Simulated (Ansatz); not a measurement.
**CuO under changes of volume**

One of the cells (9.482 Å³/atom); the others are scaled copies at fixed shape and fractional positions:

```xyz
2
Lattice="0.0000 2.1166 2.1166 2.1166 0.0000 2.1166 2.1166 2.1166 0.0000" Properties=species:S:1:pos:R:3 pbc="T T T"
Cu    1.9814    1.9843    0.1219
O     2.2518    2.2488    1.9946
```

The cell comes from a database or a generator and needn't be the stable form of this composition.

| Item | Value |
| --- | --- |
| Program | Ansatz 0.2.0 |
| Functional | BLYP |
| Potentials or basis | Ansatz PAW |
| Cutoff | 420 eV (not typed: the program's choice for these potentials) |
| k mesh | 11 × 11 × 11 |
| Occupations | fermi-dirac, width 0.05 eV |
| Spin | no spin polarisation |

```csv
volume (Å³/atom),energy over the lowest point (meV/atom),pressure (GPa),largest force (eV/Å)
8.913,189.37,43.5,1.487
9.103,141.90,37.1,1.312
9.292,101.68,31.3,1.149
9.482,68.05,26.0,0.999
9.671,?,?,?
9.861,17.68,17.0,0.729
10.051,0.00,13.2,0.609
```

**Question.** What does the run at 9.671 Å³/atom give?

**Answer.** Energy over the lowest point 40.14 meV/atom; pressure 21.3 GPa; largest force 0.859 eV/Å.

Worked out: A Birch-Murnaghan fit of order 3 (a polynomial in V^(-2/3)) to the other rows has no minimum within the range. It gives 40.25 meV/atom at 9.671 Å³/atom, against the run's 40.14, and -dE/dV = 21.2 GPa, against 21.3.

Energies are extrapolated to zero smearing.

Caveats: an odd number of electrons without spin polarisation forces a metal; a magnetic or distorted state may lie lower; the run has no spin polarisation, though such a crystal can be magnetic; the PAW data sets come from PBE, with cores solved anew for the run's functional, which leaves a small shift of forces and pressure.
